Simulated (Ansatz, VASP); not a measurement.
**I: VASP beside Ansatz**

```
CELL_PARAMETERS angstrom
-2.08938 2.08938 2.08938
2.08938 -2.08938 2.08938
2.08938 2.08938 -2.08938
ATOMIC_POSITIONS crystal
I 0.00000 0.00000 0.00000
```

The real solid is made of molecules; this cell is a model form.

Alike in both runs: functional PBEsol; k mesh 9 × 9 × 9; occupations fermi-dirac, width 0.05 eV; no spin polarisation.

|  | VASP | Ansatz |
| --- | --- | --- |
| version | VASP 6.6.1 | Ansatz 0.2.0 |
| potentials or method | VASP PAW PBE potentials, release 64 (I) | Ansatz PAW |
| plane-wave cutoff (eV) | 520 | 420 |
| valence electrons in the cell | 7 | 17 |
| task | single point | band structure |

```tsv
	VASP	Ansatz	Ansatz less VASP
gap on the k mesh at the Fermi level (eV)	none	none	-
pressure (GPa)	-2.5	-2.5	+0.02
```

A gap of «none» marks a metal or a gap that the smearing closes. The two sets of potentials don't hold the same shells in valence.

Caveats: an odd number of electrons without spin polarisation forces a metal; a magnetic or distorted state may lie lower; the PAW data sets were made with another functional, which shifts forces and pressure a little (VASP); spin-orbit coupling is left out, which moves the levels of the heavy elements (Ansatz); the PAW data sets come from PBE, with cores solved anew for the run's functional, which leaves a small shift of forces and pressure (Ansatz). Spin-orbit coupling is left out, which matters for the levels of I.
